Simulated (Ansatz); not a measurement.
Mg: symmetry broken, then relaxed

All numbers below come from DFT PBE, scalar-relativistic, plane waves, PAW (Ansatz). Settings: plane waves to 420 eV, k-mesh 12×12×8 (Γ-centred), Gaussian smearing 0.15 eV. No spin polarisation. Energies are free energies at this smearing, counted from the undisturbed cell; pressure is positive in compression.

Zero of the scan (relaxed at this level):

```xyz
2
Lattice="-1.8356 1.8356 1.7049 1.8356 -1.8356 1.7049 3.6712 3.6712 0.0000" Properties=species:S:1:pos:R:3 pbc="T T T"
Mg    0.0000    0.0000    0.0000
Mg    1.8356    1.8356    1.7049
```

The atoms are displaced (Å, in the unstrained cell):

```csv
atom,ux,uy,uz
Mg1,-0.016,0.083,-0.024
Mg2,0.016,-0.083,0.024
```

Cell and atoms are then relaxed.

Does the relaxation return to the undisturbed structure?

No. It ends 29.4 meV/atom below it. The disturbance itself cost 5.6 meV/atom. The final space group reads P6_3/mmc (tolerance 0.05 Å) and the volume changes by -0.11 %.

Final structure:

```
Mg
1.0
    -1.96931    1.96939    1.60615
     1.96934   -1.96934    1.60613
     3.62819    3.62828    0.00008
Mg
2
Direct
  0.08353 0.91649 0.00000
  0.41647 0.58351 0.50000
```

The relaxation, step by step (energy from the first step; small jumps at an unchanged geometry come where the plane waves are selected anew for the new cell):

| step | ΔE (meV/atom) | largest force component (eV/Å) | pressure (GPa) |
| --- | --- | --- | --- |
| 1 | 0.0 | 0.204 | 0.10 |
| 2 | -7.8 | 0.037 | 0.06 |
| 3 | -20.3 | 0.077 | 0.26 |
| 4 | -29.4 | 0.076 | 0.32 |
| 5 | -34.8 | 0.001 | -0.10 |
| 6 | -35.0 | 0.000 | -0.03 |
| 7 | -35.0 | 0.000 | -0.03 |

Cost: 3 runs of about 1.9 core-minutes in all, on Arm Neoverse V2 (shared hosts).